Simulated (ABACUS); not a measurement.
## SiC (Moissanite): single point with PBE

Crystal: SiC (Moissanite).

```
CELL_PARAMETERS angstrom
3.07600 0.00000 0.00000
-1.53800 2.66389 0.00000
0.00000 0.00000 5.04800
ATOMIC_POSITIONS crystal
Si 0.66176 0.32400 0.50824
Si 0.33440 0.66063 0.00133
C 0.68683 0.33924 0.88747
C 0.34214 0.66909 0.38002
```

The cell isn't the ideal one: atoms moved at random, drawn with an rms of 0.05 Å.

```json
{
 "Program": "ABACUS 3.10.1",
 "Task": "single point",
 "Functional": "PBE",
 "Potentials or basis": "PseudoDojo NC SR 0.4.1 PBE standard",
 "Cutoff": "1116 eV",
 "Density cutoff": "4463 eV",
 "Basis": "plane waves",
 "k mesh": "10 × 10 × 5",
 "Occupations": "fermi-dirac, width 0.05 eV",
 "Spin": "no spin polarisation"
}
```

```yaml
Pressure: 3.7 GPa
Largest_force: 1.515 eV/Å
Band_gap_on_the_k_mesh: 2.35 eV, indirect (least direct gap 3.97 eV)
```

Forces in eV/Å, atoms in the order of the input:
```
Si   0.495  0.634 -0.323
Si   0.872  0.674  0.951
C   -0.981 -0.724 -0.899
C   -0.385 -0.584  0.271
```

Stress tensor (GPa, compression positive):
```
4.89 1.16 1.56
1.16 4.19 1.50
1.56 1.50 2.14
```

Levels at points of the mesh, in eV from the valence-band top:
```csv
k point,band 4,band 5,band 6,band 7,band 8,band 9,band 10
"(0.00, 0.00, 0.00)",-1.61,-1.44,-0.24,-0.15,0.00,4.65,6.05
"(0.50, 0.00, 0.00)",-6.48,-5.47,-3.46,-3.41,-1.35,2.64,4.24
"(0.00, 0.50, 0.00)",-6.45,-5.52,-3.51,-3.34,-1.34,2.63,4.11
"(0.50, 0.50, 0.00)",-6.41,-5.54,-3.50,-3.31,-1.36,2.62,4.05
```

Wall time 49 s on 4 MPI ranks on Intel(R) Xeon(R) Platinum 8559C (Emerald Rapids), with other jobs on the host, peak memory 0.52 GiB a rank.

Caveat: there are fewer bands than atomic start orbitals, so a level may be missed at k points of high symmetry; an odd mesh through Γ misses points on the zone boundary, where band edges often lie.
